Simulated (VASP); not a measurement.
A run of VASP 6.6.1:

Contents of INCAR:

```
SYSTEM = Sn
PREC     = Accurate       ! precision mode
ENCUT    = 600            ! plane-wave cutoff, eV
EDIFF    = 1E-6           ! SCF threshold, eV
ISMEAR   = -1             ! smearing method
SIGMA    = 0.05           ! smearing width, eV
LREAL    = .FALSE.        ! projectors in reciprocal space
LASPH    = .TRUE.         ! aspherical terms in the spheres
NELM     = 100            ! most SCF steps
ALGO     = Fast           ! electronic algorithm
ISIF     = 3              ! what is computed and relaxed
LWAVE    = .FALSE.        ! write WAVECAR
LCHARG   = .FALSE.        ! write CHGCAR
GGA      = PE             ! functional
IBRION   = 2              ! ionic algorithm
NSW      = 40             ! ionic steps
EDIFFG   = -0.01          ! ionic threshold
```

File KPOINTS:

```
Automatic mesh
0
G
  10 10 10
  0 0 0
```

Contents of POSCAR:

```
Sn
1.0
   -1.8946518192      1.8946518192      1.8946518192
    1.8946518192     -1.8946518192      1.8946518192
    1.8946518192      1.8946518192     -1.8946518192
Sn
1
Direct
    0.0000000000      0.0000000000      0.0000000000
```

Potentials or basis: VASP PAW PBE potentials, release 64 (Sn_d).

Command:

```sh
$ cat potpaw_PBE.64/Sn_d/POTCAR > POTCAR
$ mpirun -np 1 vasp_std > vasp.out
```

Hardware: 1 thread of Intel(R) Xeon(R) Platinum 8175M CPU @ 2.50GHz (Skylake/Cascade Lake), on a shared host.

**Question.** How long does it take, and how much memory?

**Answer.** Run time: 100 s on 1 thread of Intel(R) Xeon(R) Platinum 8175M CPU @ 2.50GHz (Skylake/Cascade Lake), with other jobs on the host, peak memory 0.17 GiB. Counts: scf iterations 36, k points 47, ion steps 5.
